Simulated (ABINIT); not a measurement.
# CoO (R-3m) in ABINIT: reference runs

Aim: a first look at CoO with PBE, on the cell as given.

Everything below comes from runs of ABINIT 10.8.3 (patched build). Logs are shortened: lines on timing, memory, paths and dates and some standing lists are left out, and cuts for length are marked. The log counts tension as positive stress, the text compression.

## Step 1: Starting point

The structure is trigonal, space group R-3m (No. 166). Conventional cell: a = 3.011 Å, b = 3.011 Å, c = 7.320 Å, α = 90.00°, β = 90.00°, γ = 120.00°. Around Co (site symmetry -3m) lie 6 O at 2.12 Å. Around O (site symmetry -3m) lie 6 Co at 2.12 Å.

The cell is a database's computed one.

## Step 2: Single point, PBE, collinear spin, ferromagnetic start

Input file run.abi:

```
# Pseudopotentials
pp_dirpath "./"
pseudos "Co.GGA_PBE-JTH.xml, O.GGA_PBE-JTH.xml"

# Structure
acell 5.6613499353 5.6613499353 5.6613499353
rprim
     0.5025170959     0.2901283806     0.8144336014
    -0.5025170959     0.2901283806     0.8144336014
     0.0000000000    -0.5802567611     0.8144336014
ntypat 2
znucl 27 8
natom 2
typat 1 2
xred
     0.0000000000     0.0000000000     0.0000000000
     0.5000000000     0.5000000000     0.5000000000

# Plane-wave basis
ecut 26.0
pawecutdg 48.0

# k points
kptopt 1
ngkpt 11 11 11
nshiftk 1
shiftk 0.0 0.0 0.0

# Exchange and correlation
ixc 11

# Bands and occupations
nband 16
occopt 3
tsmear 0.05 eV

# Spin
nsppol 2
spinat
     0.0000000000     0.0000000000     2.0000000000
     0.0000000000     0.0000000000     0.0000000000

# SCF cycle
nstep 100
tolvrs 1.0e-9

# Output
iomode 3
prtwf 0
prtden 0
prteig 0
prtebands 0
enunit 2
```

Potentials or basis: JTH PAW PBE v2.0.

The run is started by

```bash
$ abinit run.abi > log 2>&1
```

run.abo:

```text
.Version 10.8.3 of ABINIT
 Symmetries : space group R-3 m (#166); Bravais hR (rhombohedral)
================================================================================
 Values of the parameters that define the memory need of the present run
     intxc =       0    ionmov =       0      iscf =      17    lmnmax =      18
     lnmax =       6     mgfft =      27  mpssoang =       3    mqgrid =    3001
     natom =       2  nloc_mem =       2    nspden =       2   nspinor =       1
    nsppol =       2      nsym =      12    n1xccc =       1    ntypat =       2
    occopt =       3   xclevel =       2
       mpw =         843          nfft =       19683          nkpt =         146
 PAW method is used; the additional fine FFT grid is defined by:
   mgfftf=        36    nfftf =     46656
================================================================================
================================================================================

--------------------------------------------------------------------------------
------------- Echo of variables that govern the present computation ------------
--------------------------------------------------------------------------------
 -outvars: echo values of preprocessed input variables --------
            acell      5.6613499353E+00  5.6613499353E+00  5.6613499353E+00 Bohr
              amu      5.89332000E+01  1.59994000E+01
             ecut      2.60000000E+01 Hartree
           enunit           2
                       outvar_i_n : Printing only first  50 k-points.
              ixc          11
                       outvar_i_n : Printing only first  50 k-points.
         kptrlatt       11    0    0      0   11    0      0    0   11
          kptrlen      6.22748493E+01
            natom           2
            nband          16
            ngfft          27      27      27
          ngfftdg          36      36      36
             nkpt         146
           nspden           2
           nsppol           2
            nstep         100
             nsym          12
           ntypat           2
                       prtocc : prtvol=0, do not print more k-points.
                       1.000000  1.000000  1.000000  1.000000  1.000000  1.000000
                       1.000000  1.000000  1.000000  1.000000  1.000000  1.000000
                       0.000000  0.000000  0.000000  0.000000
                       1.000000  1.000000  1.000000  1.000000  1.000000  1.000000
                       1.000000  1.000000  1.000000  1.000000  1.000000  1.000000
                       0.000000  0.000000  0.000000  0.000000
                       1.000000  1.000000  1.000000  1.000000  1.000000  1.000000
                       1.000000  1.000000  1.000000  1.000000  1.000000  1.000000
                       0.000000  0.000000  0.000000  0.000000
                       1.000000  1.000000  1.000000  1.000000  1.000000  1.000000
                       1.000000  1.000000  1.000000  1.000000  1.000000  1.000000
                       0.000000  0.000000  0.000000  0.000000
                       1.000000  1.000000  1.000000  1.000000  1.000000  1.000000
                       1.000000  1.000000  1.000000  1.000000  1.000000  1.000000
                       0.000000  0.000000  0.000000  0.000000
                       1.000000  1.000000  1.000000  1.000000  1.000000  1.000000
                       1.000000  1.000000  1.000000  1.000000  1.000000  1.000000
[... 118 lines left out ...]
                       1.000000  1.000000  1.000000  1.000000  1.000000  1.000000
                       1.000000  1.000000  1.000000  1.000000  1.000000  1.000000
                       0.000000  0.000000  0.000000  0.000000
                       1.000000  1.000000  1.000000  1.000000  1.000000  1.000000
                       1.000000  1.000000  1.000000  1.000000  1.000000  1.000000
                       0.000000  0.000000  0.000000  0.000000
                       1.000000  1.000000  1.000000  1.000000  1.000000  1.000000
                       1.000000  1.000000  1.000000  1.000000  1.000000  1.000000
                       0.000000  0.000000  0.000000  0.000000
                       1.000000  1.000000  1.000000  1.000000  1.000000  1.000000
                       1.000000  1.000000  1.000000  1.000000  1.000000  1.000000
                       0.000000  0.000000  0.000000  0.000000
                       1.000000  1.000000  1.000000  1.000000  1.000000  1.000000
                       1.000000  1.000000  1.000000  1.000000  1.000000  1.000000
                       0.000000  0.000000  0.000000  0.000000
                       prtocc : prtvol=0, do not print more k-points.
           occopt           3
        pawecutdg      4.80000000E+01 Hartree
         pawxcdev           0
           prtden           0
        prtebands           0
           prteig           0
[... 150 lines left out ...]
    Atom    Radius    up_density   dn_density  Total(up+dn)  Diff(up-dn)
    1 Co   2.10903     8.914981     6.359772     15.274753     2.555209
    2  O   1.41465     2.393233     2.114954      4.508188     0.278279
 ------------------------------------------------------------------------------------------------------------
  Sum:                11.308214     8.474727     19.782941     2.833488
 Total magnetization (from the atomic spheres):                2.833488
 Total magnetization (exact up - dn):                          2.899557

================================================================================

 ----iterations are completed or convergence reached----

 Mean square residual over all n,k,spin=   48.741E-09; max=  49.552E-06
 reduced coordinates (array xred) for    2 atoms
       0.000000000000      0.000000000000      0.000000000000
       0.500000000000      0.500000000000      0.500000000000
 rms dE/dt=  0.0000E+00; max dE/dt=  0.0000E+00; dE/dt below (all hartree)
    1       0.000000000000      0.000000000000      0.000000000000
    2       0.000000000000      0.000000000000      0.000000000000

 cartesian coordinates (angstrom) at end:
    1      0.00000000000000     0.00000000000000     0.00000000000000
    2      0.00000000000000     0.00000000014979     3.65989035663338

 cartesian forces (hartree/bohr) at end:
    1     -0.00000000000000    -0.00000000000000    -0.00000000000000
    2     -0.00000000000000    -0.00000000000000    -0.00000000000000
 frms,max,avg= 0.0000000E+00 0.0000000E+00   0.000E+00  0.000E+00  0.000E+00 h/b

 cartesian forces (eV/Angstrom) at end:
    1     -0.00000000000000    -0.00000000000000    -0.00000000000000
    2     -0.00000000000000    -0.00000000000000    -0.00000000000000
 frms,max,avg= 0.0000000E+00 0.0000000E+00   0.000E+00  0.000E+00  0.000E+00 e/A
 length scales=  5.661349935300  5.661349935300  5.661349935300 bohr
              =  2.995857366676  2.995857366676  2.995857366676 angstroms
 Fermi (or HOMO) energy (hartree) =   0.38723   Average Vxc (hartree)=  -0.44376
 Magnetization (Bohr magneton)=  2.89956971E+00
 Total spin up =  1.29497849E+01   Total spin down =  1.00502151E+01
 Eigenvalues (hartree) for nkpt= 146  k points, SPIN UP:
 kpt#   1, nband= 16, wtk=  0.00075, kpt=  0.0000  0.0000  0.0000 (reduced coord)
  -3.17368   -1.82341   -1.82341   -1.82279   -0.36025    0.26652    0.26652    0.26845
   0.26845    0.27022    0.27295    0.27295    0.27482    0.42216    1.00318    1.04821
      occupation numbers for kpt#   1
   1.00000    1.00000    1.00000    1.00000    1.00000    1.00000    1.00000    1.00000
   1.00000    1.00000    1.00000    1.00000    1.00000    0.00000    0.00000    0.00000
 prteigrs : prtvol=0 or 1, do not print more k-points.

 Eigenvalues (hartree) for nkpt= 146  k points, SPIN DOWN:
 kpt#   1, nband= 16, wtk=  0.00075, kpt=  0.0000  0.0000  0.0000 (reduced coord)
  -3.06172   -1.71404   -1.71404   -1.71384   -0.34229    0.28832    0.28832    0.29027
   0.34559    0.34559    0.34636    0.38958    0.38958    0.44183    0.99922    1.06756
      occupation numbers for kpt#   1
   1.00000    1.00000    1.00000    1.00000    1.00000    1.00000    1.00000    1.00000
   1.00000    1.00000    1.00000    0.21802    0.21802    0.00000    0.00000    0.00000
 prteigrs : prtvol=0 or 1, do not print more k-points.

 Fermi (or HOMO) energy (eV) =  10.53705   Average Vxc (eV)= -12.07538
 Eigenvalues (   eV  ) for nkpt= 146  k points, SPIN UP:
 kpt#   1, nband= 16, wtk=  0.00075, kpt=  0.0000  0.0000  0.0000 (reduced coord)
 -86.36025  -49.61757  -49.61757  -49.60055   -9.80291    7.25232    7.25232    7.30477
   7.30477    7.35313    7.42744    7.42744    7.47833   11.48757   27.29791   28.52322
 prteigrs : prtvol=0 or 1, do not print more k-points.

 Eigenvalues (   eV  ) for nkpt= 146  k points, SPIN DOWN:
 kpt#   1, nband= 16, wtk=  0.00075, kpt=  0.0000  0.0000  0.0000 (reduced coord)
 -83.31367  -46.64151  -46.64151  -46.63589   -9.31407    7.84561    7.84561    7.89868
   9.40400    9.40400    9.42480   10.60091   10.60091   12.02276   27.19029   29.04980
 prteigrs : prtvol=0 or 1, do not print more k-points.

--- !EnergyTerms
iteration_state     : {dtset: 1, }
comment             : Components of total free energy in Hartree
kinetic             :  1.92239512650049E+01
hartree             :  4.22108216239005E+01
xc                  : -6.00770274645705E+00
Ewald energy        : -1.06671679640191E+02
psp_core            :  3.50719467198400E+00
local_psp           : -1.41721914754279E+02
PAW spherical_terms :  2.69425190517225E+01
internal            : -1.62516810528315E+02
'-kT*entropy'       : -1.23789041829973E-03
total_energy        : -1.62518048418734E+02
total_energy_eV     : -4.42234138746521E+03
...

--- !EnergyTermsDC
iteration_state     : {dtset: 1, }
comment             : '"Double-counting" decomposition of free energy'
band_energy         : -1.40767523636921E+01
Ewald energy        : -1.06671679640191E+02
psp_core            :  3.50719467198400E+00
xc_dc               : -4.04050740177392E+01
PAW spherical_terms : -4.87049668367684E+00
internal            : -1.62516808033316E+02
'-kT*entropy'       : -1.23789041829973E-03
total_energy_dc     : -1.62518045923734E+02
total_energy_dc_eV  : -4.42234131957280E+03
...

--- !EnergyTermsWithPAWCore
iteration_state     : {dtset: 1, }
comment             : 'Components of total free energy, including PAW core contributions'
Total energy        : -1.46867144599280E+03
Total energy DC     : -1.46867144349780E+03
Total energy (eV)   : -3.99645859853534E+04
Total energy DC (eV): -3.99645859174610E+04
...

 Cartesian components of stress tensor (hartree/bohr^3)
  sigma(1 1)=  1.12199796E-05  sigma(3 2)= -1.11084637E-12
  sigma(2 2)=  1.12199840E-05  sigma(3 1)=  0.00000000E+00
  sigma(3 3)=  2.64628759E-05  sigma(2 1)=  0.00000000E+00

-Cartesian components of stress tensor (GPa)         [Pressure= -4.7959E-01 GPa]
- sigma(1 1)=  3.30103197E-01  sigma(3 2)= -3.26822286E-08
- sigma(2 2)=  3.30103327E-01  sigma(3 1)=  0.00000000E+00
- sigma(3 3)=  7.78564690E-01  sigma(2 1)=  0.00000000E+00

== END DATASET(S) ==============================================================
================================================================================

 -outvars: echo values of variables after computation  --------
            acell      5.6613499353E+00  5.6613499353E+00  5.6613499353E+00 Bohr
           etotal     -1.6251804592E+02
            fcart     -0.0000000000E+00 -0.0000000000E+00 -0.0000000000E+00
                      -0.0000000000E+00 -0.0000000000E+00 -0.0000000000E+00
            rprim      5.0251709590E-01  2.9012838060E-01  8.1443360140E-01
                      -5.0251709590E-01  2.9012838060E-01  8.1443360140E-01
                       0.0000000000E+00 -5.8025676110E-01  8.1443360140E-01
           strten      1.1219979613E-05  1.1219984026E-05  2.6462875946E-05
                      -1.1108463705E-12  0.0000000000E+00  0.0000000000E+00
           xangst      0.0000000000E+00  0.0000000000E+00  0.0000000000E+00
                       3.3930597140E-17  1.4979288576E-10  3.6598903566E+00
             xred      0.0000000000E+00  0.0000000000E+00  0.0000000000E+00
                       5.0000000000E-01  5.0000000000E-01  5.0000000000E-01
 Calculation completed.
```

It took 4.4 min on 1 thread of Arm Neoverse V1, shared host; peak memory 0.21 GiB.

Results:

```
Free energy                                           : -4422.3413 eV
Pressure                                              : -0.5 GPa
Band gap on the k mesh                                : none (metal or under the smearing width)
Net moment                                            : 2.90 μB per cell
Site moments                                          : Co +2.56; O +0.28 μB
Valence electrons inside the program's atomic spheres : Co 15.27; O 4.51
```

Caveat: a cell with one magnetic atom can't hold antiferromagnetic order, which such compounds often take; semilocal functionals often make such compounds metallic where correlation or magnetic order opens a gap, which also shifts bond lengths. With open d or f shells a metallic result of PBE can be an artefact of self-interaction; +U or a hybrid may open a gap.
